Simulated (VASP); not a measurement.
TaSi47 (a cell with a defect) (Silicon), 48 atoms in the cell. The cell holds a defect, 48 atoms: a = 7.332 Å, b = 9.776 Å, c = 8.304 Å, α = 90.00°, β = 90.00°, γ = 120.00°. 

| Quantity | Value |
| --- | --- |
| Program | VASP 6.6.1 |
| Task | single point |
| Functional | PBE |
| Potentials or basis | VASP PAW PBE potentials, release 64 (Ta_pv, Si) |
| Cutoff | 520 eV |
| k mesh | 3 × 2 × 2 |
| Occupations | fermi-dirac, width 0.01 eV |
| Spin | no spin polarisation |
| Dipole correction | no |
| Charge | 1 |
| Further INCAR settings | LREAL = Auto; ALGO = Fast; EDIFF = 1e-06; NBANDS = 130; NELECT = 198.0 |

Potentials or basis: VASP PAW PBE potentials, release 64 (Ta_pv, Si).

The run is started by

```console
$ cat potpaw_PBE.64/Ta_pv/POTCAR potpaw_PBE.64/Si/POTCAR > POTCAR
$ mpirun -np 1 vasp_std > vasp.out
```

Hardware: 1 thread of AMD EPYC 9R45 96-Core Processor (Zen 5), with other jobs on the host.

**Question.** How long does it take, and how much memory?

**Answer.** Run time: 11 min on 1 thread of AMD EPYC 9R45 96-Core Processor (Zen 5), with other jobs on the host, peak memory 0.79 GiB. Counts: scf iterations 16, k points 8.
